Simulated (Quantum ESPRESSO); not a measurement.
## Sn: single point with PBE

Sn:

```
CELL_PARAMETERS angstrom
-1.89465 1.89465 1.89465
1.89465 -1.89465 1.89465
1.89465 1.89465 -1.89465
ATOMIC_POSITIONS crystal
Sn 0.00000 0.00000 0.00000
```

This isn't the form of Sn at room conditions, which is tetragonal (white tin).

```yaml
Program: Quantum ESPRESSO 7.5
Task: single point
Functional: PBE
Potentials_or_basis: SSSP 1.3 efficiency PBE
Cutoff: 816 eV
Density_cutoff: 6531 eV
k_mesh: 10 × 10 × 10
Occupations: fermi-dirac, width 0.05 eV
Spin: no spin polarisation
```

The pressure is 0.7 GPa. The band gap on the k mesh is none (metal or under the smearing width).

Levels at points of the mesh, in eV from the Fermi level:
```tsv
k point	band 3	band 4	band 5	band 6	band 7	band 8	band 9	band 10	band 11	band 12
(0.00, 0.00, 0.00)	-21.55	-21.42	-21.42	-11.05	7.99	7.99	7.99	12.35	12.35	12.35
(0.00, 0.00, -0.50)	-21.42	-21.42	-21.33	-6.38	-4.39	3.64	5.49	7.97	8.26	15.16
(-0.50, -0.50, -0.50)	-21.35	-21.35	-21.35	-2.45	-0.45	-0.45	-0.45	3.86	3.86	18.70
```

It took 11 s on 1 thread of Arm Neoverse V2, on a shared host, peak memory 0.15 GiB.
